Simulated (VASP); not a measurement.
A calculation with VASP 6.6.1 of Rh (ASE script, structure typed inline):

Contents of run.py:

```python
from ase import Atoms
from ase.calculators.vasp import Vasp
from ase.dft.bandgap import bandgap

atoms = Atoms(
    ['Rh'],
    cell=[[0.0, 1.89785, 1.89785], [1.89785, 0.0, 1.89785], [1.89785, 1.89785, 0.0]],
    scaled_positions=[[0.0, 0.0, 0.0]],
    pbc=True,
)
calc = Vasp(
    directory='calc',
    xc='pbe',
    pp='PBE',
    setups='recommended',
    pp_version='54',
    prec='Accurate',
    encut=520,
    ediff=1e-07,
    ismear=0,
    sigma=0.02,
    lreal=False,
    lasph=True,
    nelm=80,
    algo='Fast',
    isif=2,
    lwave=False,
    lcharg=False,
    kpts=[12, 12, 12],
    gamma=True,
)
atoms.calc = calc

print('energy (eV):', atoms.get_potential_energy())
print('free energy (eV):', atoms.get_potential_energy(force_consistent=True))
print('forces (eV/A):')
print(atoms.get_forces())
print('stress (eV/A^3, Voigt):', atoms.get_stress())
print('Fermi level (eV):', calc.get_fermi_level())
gap, top, bottom = bandgap(calc)
print('band gap (eV):', gap, 'from (spin, k, band)', top, 'to', bottom)
```

Potentials or basis: VASP PAW PBE potentials, release 54 (Rh_pv).

Launch:

```sh
$ python run.py
```

Q: Write the same calculation in another form: native input, structure from a POSCAR.

A: As run:

Contents of INCAR:

```
SYSTEM = Rh
PREC     = Accurate       ! precision mode
ENCUT    = 520            ! plane-wave cutoff, eV
EDIFF    = 1E-6           ! SCF threshold, eV
ISMEAR   = 0              ! smearing method
SIGMA    = 0.02           ! smearing width, eV
LREAL    = .False.        ! projectors in reciprocal space
LASPH    = .True.         ! aspherical terms in the spheres
NELM     = 100            ! most SCF steps
ALGO     = Normal         ! electronic algorithm
ISIF     = 2              ! what is computed and relaxed
LWAVE    = .False.        ! write WAVECAR
LCHARG   = .False.        ! write CHGCAR
GGA      = PE             ! functional
NBANDS   = 14             ! bands
```

The input KPOINTS:

```
Automatic mesh
0
Gamma
  12 12 12
  0 0 0
```

The input POSCAR:

```
Rh
1.0
    0.0000000000      1.8978500000      1.8978500000
    1.8978500000      0.0000000000      1.8978500000
    1.8978500000      1.8978500000      0.0000000000
Rh
1
Cartesian
    0.0000000000      0.0000000000      0.0000000000
```

Potentials or basis: VASP PAW PBE potentials, release 54 (Rh_pv).

Run with:

```console
$ cat potpaw_PBE.54/Rh_pv/POTCAR > POTCAR
$ mpirun -np 1 vasp_std > vasp.out
```

Both were run:

|  | ASE script, structure typed inline | native input, structure from a POSCAR |
| --- | --- | --- |
| Pressure | 7.3 GPa | 7.4 GPa |
| Band gap on the k mesh | none (metal or under the smearing width) | none (metal or under the smearing width) |

Keys that steer only the numerical path or the files written may differ.
